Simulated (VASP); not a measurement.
Write the native input for VASP 6.6.1 that does the following.

| Property | Result |
| --- | --- |
| Task | relaxation of cell and atoms |
| Functional | LDA |
| Potentials or basis | VASP PAW LDA potentials, release 64 (Zr_sv, Se) |
| Cutoff | 600 eV |
| k mesh | 9 × 9 × 5 |
| Occupations | gaussian, width 0.03 eV |
| Spin | no spin polarisation |
| Further INCAR settings | ALGO = Normal; EDIFF = 1e-06; IBRION = 2; EDIFFG = -0.01; NSW = 90; ISIF = 3 |

The structure of ZrSe2 lies in POSCAR:

```
ZrSe2
1.0
    3.7980000000      0.0000000000      0.0000000000
   -1.8990000000      3.2891644836      0.0000000000
    0.0000000000      0.0000000000      6.1920000000
Zr Se
1 2
Direct
    0.0000000000      0.0000000000      0.0000000000
    0.3333333333      0.6666666667      0.2500000000
    0.6666666667      0.3333333333      0.7500000000
```

One way to write it, as run:

INCAR

```
SYSTEM = ZrSe2
ALGO = Normal ; EDIFF = 1E-6
EDIFFG = -0.01 ; ENCUT = 600
GGA = CA ; IBRION = 2
ISIF = 3 ; ISMEAR = 0
LASPH = .TRUE. ; LCHARG = .FALSE.
LREAL = .FALSE. ; LWAVE = .FALSE.
NELM = 80 ; NSW = 90
PREC = Accurate ; SIGMA = 0.03
```

KPOINTS

```
k-points
0
G
  9 9 5
  0 0 0
```

Potentials or basis: VASP PAW LDA potentials, release 64 (Zr_sv, Se).

Run with:

```console
$ cat potpaw_LDA.64/Zr_sv/POTCAR potpaw_LDA.64/Se/POTCAR > POTCAR
$ mpirun -np 1 vasp_std > vasp.out
```

It gave:

```yaml
Relaxed_volume: 23.42 Å³/atom
Relaxed_cell: a = 3.695 Å, b = 3.695 Å, c = 5.941 Å, α = 90.00°, β = 90.00°, γ = 120.00°
Space_group_after_relaxing_to_0.05_Å: P-3m1 (No. 164)
Energy_gained_by_relaxing: 20.3 meV/atom
Ionic_steps: 14
Pressure_after_relaxing: 0.0 GPa
Band_gap_on_the_k_mesh: none (metal or under the smearing width)
```

Run time: 9.6 min on 1 thread of Intel(R) Xeon(R) Platinum 8488C (Sapphire Rapids), on a shared host, peak memory 0.23 GiB.
